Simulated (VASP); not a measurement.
# CoSi (P2_13) in VASP: phonons with PBE

Aim: the phonons of CoSi with PBE.

All numbers are computed with VASP 6.6.1; they aren't measurements. Logs are shortened: lines on timing, memory, paths and dates and some standing lists are left out, and cuts for length are marked.

## 1. Starting point

The structure is cubic, space group P2_13 (No. 198). Conventional cell: a = 4.438 Å, b = 4.438 Å, c = 4.438 Å, α = 90.00°, β = 90.00°, γ = 90.00°. Co (site symmetry 3) is surrounded by 7 Si at 2.28 to 2.47 Å. Around Si (site symmetry 3) lie 7 Co at 2.28 to 2.47 Å.

## 2. Phonons, PBE

POSCAR

```
CoSi
1.0
    4.4380000000      0.0000000000      0.0000000000
    0.0000000000      4.4380000000      0.0000000000
    0.0000000000      0.0000000000      4.4380000000
Co Si
4 4
Direct
    0.1400000000      0.1400000000      0.1400000000
    0.3600000000      0.8600000000      0.6400000000
    0.6400000000      0.3600000000      0.8600000000
    0.8600000000      0.6400000000      0.3600000000
    0.8430000000      0.8430000000      0.8430000000
    0.6570000000      0.1570000000      0.3430000000
    0.3430000000      0.6570000000      0.1570000000
    0.1570000000      0.3430000000      0.6570000000
```

INCAR.step1

```
SYSTEM = CoSi
PREC = Accurate
ENCUT = 600
EDIFF = 1E-8
ISMEAR = 0
SIGMA = 0.1
LREAL = .False.
LASPH = .True.
NELM = 80
ALGO = Normal
ISIF = 3
LWAVE = .False.
LCHARG = .False.
GGA = PE
IBRION = 2
NSW = 40
EDIFFG = -0.002
```

INCAR.step2

```
SYSTEM = CoSi
PREC = Accurate
ENCUT = 600
EDIFF = 1E-8
ISMEAR = 0
SIGMA = 0.1
LREAL = .False.
LASPH = .True.
NELM = 80
ALGO = Normal
ISIF = 2
LWAVE = .False.
LCHARG = .False.
GGA = PE
IBRION = 8
NSW = 1
```

KPOINTS

```
regular mesh
0
Gamma
  6 6 6
  0 0 0
```

Potentials or basis: VASP PAW PBE potentials, release 64 (Co, Si).

Launch:

```bash
$ cat potpaw_PBE.64/Co/POTCAR potpaw_PBE.64/Si/POTCAR > POTCAR
$ cp INCAR.step1 INCAR
$ mpirun -np 1 vasp_std > vasp.out
$ cp CONTCAR POSCAR
$ cp INCAR.step2 INCAR
$ mpirun -np 1 vasp_std > vasp.out
```

OUTCAR:

```text
SYSTEM = CoSi
   PREC = Accurate
   ENCUT = 600
   EDIFF = 1E-8
   ISMEAR = 0
   LREAL = .False.
   LASPH = .True.
   NELM = 80
   ISIF = 2
   GGA = PE
   IBRION = 8
   NSW = 1

 ion  position               nearest neighbor table
   1  0.145  0.145  0.145-   5 2.32   6 2.33   7 2.33   8 2.33   6 2.43   7 2.43   8 2.43   3 2.72
                             4 2.72   2 2.72   2 2.72   4 2.72   3 2.72
   2  0.355  0.855  0.645-   6 2.32   5 2.33   8 2.33   7 2.33   8 2.43   5 2.43   7 2.43   1 2.72
                             1 2.72   3 2.72   3 2.72   4 2.72   4 2.72
   3  0.645  0.355  0.855-   7 2.32   5 2.33   8 2.33   6 2.33   8 2.43   5 2.43   6 2.43   1 2.72
                             4 2.72   2 2.72   2 2.72   4 2.72   1 2.72
   4  0.855  0.645  0.355-   8 2.32   7 2.33   6 2.33   5 2.33   6 2.43   7 2.43   5 2.43   1 2.72
                             3 2.72   2 2.72   1 2.72   2 2.72   3 2.72
   5  0.843  0.843  0.843-   1 2.32   2 2.33   3 2.33   4 2.33   2 2.43   3 2.43   4 2.43   6 2.74
                             7 2.74   8 2.74   6 2.74   8 2.74   7 2.74
   6  0.657  0.157  0.343-   2 2.32   1 2.33   4 2.33   3 2.33   4 2.43   1 2.43   3 2.43   8 2.74
                             5 2.74   5 2.74   7 2.74   7 2.74   8 2.74
   7  0.343  0.657  0.157-   3 2.32   1 2.33   4 2.33   2 2.33   4 2.43   1 2.43   2 2.43   8 2.74
                             5 2.74   8 2.74   6 2.74   6 2.74   5 2.74
   8  0.157  0.343  0.657-   4 2.32   3 2.33   2 2.33   1 2.33   2 2.43   3 2.43   1 2.43   7 2.74
                             5 2.74   7 2.74   5 2.74   6 2.74   6 2.74

  LATTYP: Found a simple cubic cell.
 ALAT       =     4.4296142677

  Lattice vectors:

 A1 = (   4.4296142677,   0.0000000000,   0.0000000000)
 A2 = (   0.0000000000,   4.4296142677,   0.0000000000)
 A3 = (   0.0000000000,   0.0000000000,   4.4296142677)

Analysis of symmetry for initial positions (statically):
=====================================================================
 Subroutine PRICEL returns:
 Original cell was already a primitive cell.

 Routine SETGRP: Setting up the symmetry group for a
 simple cubic supercell.

[... 1064 lines left out ...]
          X           Y           Z          XY          YZ          ZX
  --------------------------------------------------------------------------------
  x     2.15769     0.43677    -0.44038     0.83944     1.61045     0.34581
  y     0.44038    -2.15769    -0.43677     0.34581    -0.83944     1.61045
  z     0.43677    -0.44038     2.15769     1.61045    -0.34581    -0.83944

 SECOND DERIVATIVES (NOT SYMMETRIZED)
 ------------------------------------
               1X          1Y          1Z          2X          2Y          2Z          3X          3Y          3Z          4X          4Y          4Z          5X          5Y          5Z          6X          6Y          6Z          7X          7Y          7Z          8X          8Y          8Z
  1X   -12.151700    0.360103    0.359386    0.554248   -0.740093    0.495361    2.518661   -0.491888   -0.213413    1.098039    0.210757   -0.734196    1.407408    1.542540    1.479094    4.288497   -0.080836   -1.060782    1.558888   -0.659875    0.073259    0.725957   -0.140708   -0.398708
  1Y     0.359386  -12.151700    0.360103   -0.734196    1.098039    0.210757    0.495361    0.554248   -0.740093   -0.213413    2.518661   -0.491888    1.479094    1.407408    1.542540   -0.398708    0.725957   -0.140708   -1.060782    4.288497   -0.080836    0.073259    1.558888   -0.659875
  1Z     0.360103    0.359386  -12.151700   -0.491888   -0.213413    2.518661    0.210757   -0.734196    1.098039   -0.740093    0.495361    0.554248    1.542540    1.479094    1.407408   -0.659875    0.073259    1.558888   -0.140708   -0.398708    0.725957   -0.080836   -1.060782    4.288497
  2X     0.554248   -0.740093   -0.495361  -12.151700    0.360103   -0.359386    1.098039    0.210757    0.734196    2.518661   -0.491888    0.213413    4.288497   -0.080836    1.060782    1.407408    1.542540   -1.479094    0.725957   -0.140708    0.398708    1.558888   -0.659875   -0.073259
  2Y    -0.734196    1.098039   -0.210757    0.359386  -12.151700   -0.360103   -0.213413    2.518661    0.491888    0.495361    0.554248    0.740093   -0.398708    0.725957    0.140708    1.479094    1.407408   -1.542540    0.073259    1.558888    0.659875   -1.060782    4.288497    0.080836
  2Z     0.491888    0.213413    2.518661   -0.360103   -0.359386  -12.151700    0.740093   -0.495361    0.554248   -0.210757    0.734196    1.098039    0.659875   -0.073259    1.558888   -1.542540   -1.479094    1.407408    0.080836    1.060782    4.288497    0.140708    0.398708    0.725957
  3X     2.518661    0.491888    0.213413    1.098039   -0.210757    0.734196  -12.151700   -0.360103   -0.359386    0.554248    0.740093   -0.495361    1.558888    0.659875   -0.073259    0.725957    0.140708    0.398708    1.407408   -1.542540   -1.479094    4.288497    0.080836    1.060782
  3Y    -0.495361    0.554248   -0.740093    0.213413    2.518661   -0.491888   -0.359386  -12.151700    0.360103    0.734196    1.098039    0.210757    1.060782    4.288497   -0.080836   -0.073259    1.558888   -0.659875   -1.479094    1.407408    1.542540    0.398708    0.725957   -0.140708
  3Z    -0.210757   -0.734196    1.098039    0.740093    0.495361    0.554248   -0.360103    0.359386  -12.151700    0.491888   -0.213413    2.518661    0.140708   -0.398708    0.725957    0.080836   -1.060782    4.288497   -1.542540    1.479094    1.407408    0.659875    0.073259    1.558888
  4X     1.098039   -0.210757   -0.734196    2.518661    0.491888   -0.213413    0.554248    0.740093    0.495361  -12.151700   -0.360103    0.359386    0.725957    0.140708   -0.398708    1.558888    0.659875    0.073259    4.288497    0.080836   -1.060782    1.407408   -1.542540    1.479094
  4Y     0.213413    2.518661    0.491888   -0.495361    0.554248    0.740093    0.734196    1.098039   -0.210757   -0.359386  -12.151700   -0.360103   -0.073259    1.558888    0.659875    1.060782    4.288497    0.080836    0.398708    0.725957    0.140708   -1.479094    1.407408   -1.542540
  4Z    -0.740093   -0.495361    0.554248    0.210757    0.734196    1.098039   -0.491888    0.213413    2.518661    0.360103   -0.359386  -12.151700   -0.080836    1.060782    4.288497   -0.140708    0.398708    0.725957   -0.659875   -0.073259    1.558888    1.542540   -1.479094    1.407408
  5X     1.416443    1.482309    1.543088    4.308448   -0.403021    0.660772    1.551984    1.065921    0.139922    0.705329   -0.076135   -0.082884  -11.284052   -1.941254   -1.940379   -0.009656   -0.225119   -0.043556    2.226097    0.042954   -0.051836    1.085407    0.054345   -0.225127
  5Y     1.543088    1.416443    1.482309   -0.082884    0.705329   -0.076135    0.660772    4.308448   -0.403021    0.139922    1.551984    1.065921   -1.940379  -11.284052   -1.941254   -0.225127    1.085407    0.054345   -0.043556   -0.009656   -0.225119   -0.051836    2.226097    0.042954
  5Z     1.482309    1.543088    1.416443    1.065921    0.139922    1.551984   -0.076135   -0.082884    0.705329   -0.403021    0.660772    4.308448   -1.941254   -1.940379  -11.284052    0.042954   -0.051836    2.226097    0.054345   -0.225127    1.085407   -0.225119   -0.043556   -0.009656
  6X     4.308448   -0.403021   -0.660772    1.416443    1.482309   -1.543088    0.705329   -0.076135    0.082884    1.551984    1.065921   -0.139922   -0.009656   -0.225119    0.043556  -11.284052   -1.941254    1.940379    1.085407    0.054345    0.225127    2.226097    0.042954    0.051836
  6Y    -0.082884    0.705329    0.076135    1.543088    1.416443   -1.482309    0.139922    1.551984   -1.065921    0.660772    4.308448    0.403021   -0.225127    1.085407   -0.054345   -1.940379  -11.284052    1.941254   -0.051836    2.226097   -0.042954   -0.043556   -0.009656    0.225119
  6Z    -1.065921   -0.139922    1.551984   -1.482309   -1.543088    1.416443    0.403021   -0.660772    4.308448    0.076135    0.082884    0.705329   -0.042954    0.051836    2.226097    1.941254    1.940379  -11.284052    0.225119    0.043556   -0.009656   -0.054345    0.225127    1.085407
  7X     1.551984   -1.065921   -0.139922    0.705329    0.076135    0.082884    1.416443   -1.482309   -1.543088    4.308448    0.403021   -0.660772    2.226097   -0.042954    0.051836    1.085407   -0.054345    0.225127  -11.284052    1.941254    1.940379   -0.009656    0.225119    0.043556
  7Y    -0.660772    4.308448   -0.403021   -0.139922    1.551984    1.065921   -1.543088    1.416443    1.482309    0.082884    0.705329   -0.076135    0.043556   -0.009656   -0.225119    0.051836    2.226097    0.042954    1.940379  -11.284052   -1.941254    0.225127    1.085407    0.054345
  7Z     0.076135   -0.082884    0.705329    0.403021    0.660772    4.308448   -1.482309    1.543088    1.416443   -1.065921    0.139922    1.551984   -0.054345   -0.225127    1.085407    0.225119   -0.043556   -0.009656    1.941254   -1.940379  -11.284052   -0.042954   -0.051836    2.226097
  8X     0.705329    0.076135   -0.082884    1.551984   -1.065921    0.139922    4.308448    0.403021    0.660772    1.416443   -1.482309    1.543088    1.085407   -0.054345   -0.225127    2.226097   -0.042954   -0.051836   -0.009656    0.225119   -0.043556  -11.284052    1.941254   -1.940379
  8Y    -0.139922    1.551984   -1.065921   -0.660772    4.308448    0.403021    0.082884    0.705329    0.076135   -1.543088    1.416443   -1.482309    0.051836    2.226097   -0.042954    0.043556   -0.009656    0.225119    0.225127    1.085407   -0.054345    1.940379  -11.284052    1.941254
  8Z    -0.403021   -0.660772    4.308448   -0.076135    0.082884    0.705329    1.065921   -0.139922    1.551984    1.482309   -1.543088    1.416443   -0.225119    0.043556   -0.009656    0.054345    0.225127    1.085407    0.042954    0.051836    2.226097   -1.941254    1.940379  -11.284052

 Eigenvectors and eigenvalues of the dynamical matrix
 ----------------------------------------------------

   1 f  =   12.714736 THz    79.889042 2PiTHz  424.117938 cm-1    52.583899 meV
             X         Y         Z           dx          dy          dz
      0.642774  0.642774  0.642774    -0.130948   -0.160337   -0.081245
      1.572033  3.786840  2.857582    -0.165438   -0.032778   -0.051837
      2.857582  1.572033  3.786840     0.041805   -0.183439    0.004198
      3.786840  2.857582  1.572033     0.076295   -0.055880   -0.137281
      3.735095  3.735095  3.735095     0.458216    0.405828    0.412660
      2.909326  0.694519  1.520288     0.204250    0.077579   -0.219827
      1.520288  2.909326  0.694519    -0.329049    0.235713    0.192787
      0.694519  1.520288  2.909326    -0.075084   -0.092536    0.000046
[... 243 lines left out ...]
  24 f/i=    0.002308 THz     0.014499 2PiTHz    0.076972 cm-1     0.009543 meV
             X         Y         Z           dx          dy          dz
      0.642774  0.642774  0.642774     0.354246    0.209262    0.000144
      1.572033  3.786840  2.857582     0.354246    0.209262    0.000241
      2.857582  1.572033  3.786840     0.354213    0.209519    0.000089
      3.786840  2.857582  1.572033     0.354213    0.209519    0.000296
      3.735095  3.735095  3.735095     0.244501    0.144560    0.000127
      2.909326  0.694519  1.520288     0.244501    0.144560    0.000138
      1.520288  2.909326  0.694519     0.244525    0.144510    0.000168
      0.694519  1.520288  2.909326     0.244525    0.144510    0.000098

--------------------------------------------------------------------------------------------------------

 ELASTIC MODULI CONTR FROM IONIC RELAXATION (kBar)
 Direction    XX          YY          ZZ          XY          YZ          ZX
 --------------------------------------------------------------------------------
 XX         -93.7721    -38.5345    -38.5345     -0.0000      0.0000      0.0000
 YY         -38.5345    -93.7721    -38.5345     -0.0000      0.0000      0.0000
 ZZ         -38.5345    -38.5345    -93.7721     -0.0000      0.0000      0.0000
 XY           0.0000     -0.0000     -0.0000    -68.6975      0.0000     -0.0000
 YZ           0.0000      0.0000      0.0000      0.0000    -68.6975      0.0000
 ZX           0.0000      0.0000      0.0000     -0.0000      0.0000    -68.6975
 --------------------------------------------------------------------------------
```

It took 21 min on 1 thread of AMD EPYC 9R45 (Zen 5), shared host; peak memory 0.75 GiB.

What came out:

| Item | Value |
| --- | --- |
| Relaxed volume | 10.86 Å³/atom |
| Relaxed cell | a = 4.430 Å, b = 4.430 Å, c = 4.430 Å, α = 90.00°, β = 90.00°, γ = 90.00° |
| Space group after relaxing (to 0.05 Å) | P2_13 (No. 198) |
| Highest phonon frequency at Γ, LO-TO splitting left out | 424 cm⁻¹ |

The path:
```tsv
step	energy change (eV)	largest force (eV/Å)	pressure (GPa)	volume (Å³)
1	0.0000	0.2709	-0.41	87.41
2	-0.0123	0.1868	0.19	87.06
3	-0.0191	0.0798	1.14	86.55
4	-0.0180	0.0627	-1.66	87.55
5	-0.0217	0.0543	-0.14	87.00
6	-0.0221	0.0121	-0.01	86.93
7	-0.0222	0.0029	0.03	86.91
8	-0.0222	0.0015	0.03	86.91
9	-0.0222	0.0016	-0.05	86.94
10	-0.0222	0.0014	0.00	86.92
```

Final structure:
```cif
data_structure
_symmetry_space_group_name_H-M 'P 1'
_symmetry_Int_Tables_number 1
_cell_length_a 4.4296
_cell_length_b 4.4296
_cell_length_c 4.4296
_cell_angle_alpha 90.000
_cell_angle_beta 90.000
_cell_angle_gamma 90.000
_cell_volume 86.92
loop_
_atom_site_label
_atom_site_type_symbol
_atom_site_fract_x
_atom_site_fract_y
_atom_site_fract_z
_atom_site_occupancy
Co1 Co 0.14511 0.14511 0.14511 1
Co2 Co 0.35489 0.85489 0.64511 1
Co3 Co 0.64511 0.35489 0.85489 1
Co4 Co 0.85489 0.64511 0.35489 1
Si1 Si 0.84321 0.84321 0.84321 1
Si2 Si 0.65679 0.15679 0.34321 1
Si3 Si 0.34321 0.65679 0.15679 1
Si4 Si 0.15679 0.34321 0.65679 1
```

Phonon frequencies in cm⁻¹ (negative: imaginary):
```tsv
q point	frequencies
(0.000, 0.000, 0.000)	0 0 0 187 210 210 227 227 227 246 246 246 310 310 310 313 313 351 351 351 363 424 424 424
```

Spin polarisation is off, so any magnetic state and its effect on volume and gap are missing.
